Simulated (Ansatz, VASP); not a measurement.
## W in VASP and in Ansatz

Contents of POSCAR:

```
W
1.0
    0.0000000000      2.7750083959      2.7750083959
    2.7750083959      0.0000000000      2.7750083959
    2.7750083959      2.7750083959      0.0000000000
W
2
Direct
    0.1250000000      0.1250000000      0.1250000000
    0.8750000000      0.8750000000      0.8750000000
```

The input INCAR.step1:

```
SYSTEM = W
ALGO = Normal
EDIFF = 1E-4
ENCUT = 520
GGA = PE
ISMEAR = -1
LASPH = .TRUE.
LCHARG = .FALSE.
LREAL = .FALSE.
LWAVE = .TRUE.
NBANDS = 21
NELM = 80
PREC = Accurate
SIGMA = 0.1
```

File INCAR.step2:

```
SYSTEM = W
ALGO = Normal
EDIFF = 1E-6
ENCUT = 520
ISIF = 2
ISMEAR = -1
ISTART = 1
LASPH = .TRUE.
LCHARG = .TRUE.
LELF = .TRUE.
LMIXTAU = .TRUE.
LREAL = .FALSE.
LVHAR = .TRUE.
LWAVE = .FALSE.
METAGGA = R2SCAN
NBANDS = 21
NELM = 80
PREC = Accurate
SIGMA = 0.1
```

Contents of KPOINTS:

```
k-points
0
G
  11 11 11
  0 0 0
```

Input for Ansatz:

```yaml
crystal:
  lattice:
    - [0.0, 2.7750083959, 2.7750083959]
    - [2.7750083959, 0.0, 2.7750083959]
    - [2.7750083959, 2.7750083959, 0.0]
  atoms:
    - { symbol: W, position: [0.125, 0.125, 0.125] }
    - { symbol: W, position: [0.875, 0.875, 0.875] }
hamiltonian:
  xc: r2scan
  pseudopotentials:
    kind: paw
    azcp:
      W: "pseudopotentials/W.paw.azcp"
basis:
  ecutwfc: 500
  fft_grid_basis: typed
kpoints:
  mp_grid: { grid: [11, 11, 11], shift: [0, 0, 0] }
magnetization:
  spin_polarized: false
scf:
  occupations: { method: fermi_dirac, width: 0.1 }
  lower_state_search: "off"
output:
  stress: true
  write_density: true
  write_potential: true
  elf: true
  volumetric_format: npy
```

Alike in both runs: task single point; functional r2SCAN; k mesh 11 × 11 × 11; occupations fermi-dirac, width 0.1 eV; no spin polarisation.

|  | VASP | Ansatz |
| --- | --- | --- |
| version | VASP 6.6.1 | Ansatz 0.2.0 |
| potentials or method | VASP PAW PBE potentials, release 64 (W_sv) | plane waves (500 eV) with PAW, scalar-relativistic |
| plane-wave cutoff (eV) | 520 | 500 |
| valence electrons in the cell | 28 | 28 |

Ansatz gave:

```
pressure (GPa) : 20.3
```

Question: Estimate VASP's values.

Answer: Pressure (GPa): 22.0.

Caveats: so large a pressure means that the cell lies far from this level's equilibrium, or that cutoff or potentials fall short (VASP); the potentials were made for another functional, which shifts forces and pressure (VASP). Spin-orbit coupling is left out, which matters for the levels of W.
